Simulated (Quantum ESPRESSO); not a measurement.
The system is HfC.

```
CELL_PARAMETERS angstrom
0.00000 2.32500 2.32500
2.32500 0.00000 2.32500
2.32500 2.32500 0.00000
ATOMIC_POSITIONS crystal
Hf 0.50000 0.50000 0.50000
C 0.00000 0.00000 0.00000
```

* Program: Quantum ESPRESSO 7.5
* Task: phonons
* Functional: RPBE
* Potentials or basis: GBRV 1.5 PBE
* Cutoff: 612 eV
* Density cutoff: 4898 eV
* k mesh: 10 × 10 × 10
* Occupations: cold, width 0.2 eV
* Spin: no spin polarisation
* Mixing beta: 0.5
* Most SCF iterations: 120
* SCF threshold: 4e-10 Ry

The cell and the atoms were relaxed first, to 12.77 Å³/atom (a = 3.305 Å, b = 3.305 Å, c = 3.305 Å, α = 60.00°, β = 60.00°, γ = 60.00°), and the response was taken there.

Q: Where do the zone-centre optical modes lie?

A: T1u at 407 cm⁻¹ (IR).

Optical modes at Γ, degenerate ones joined:
| cm⁻¹ | components | symmetry | active in |
| --- | --- | --- | --- |
| 407 | 3 | T1u | IR |

Caveat: the potentials were made for another functional, which shifts forces and pressure.
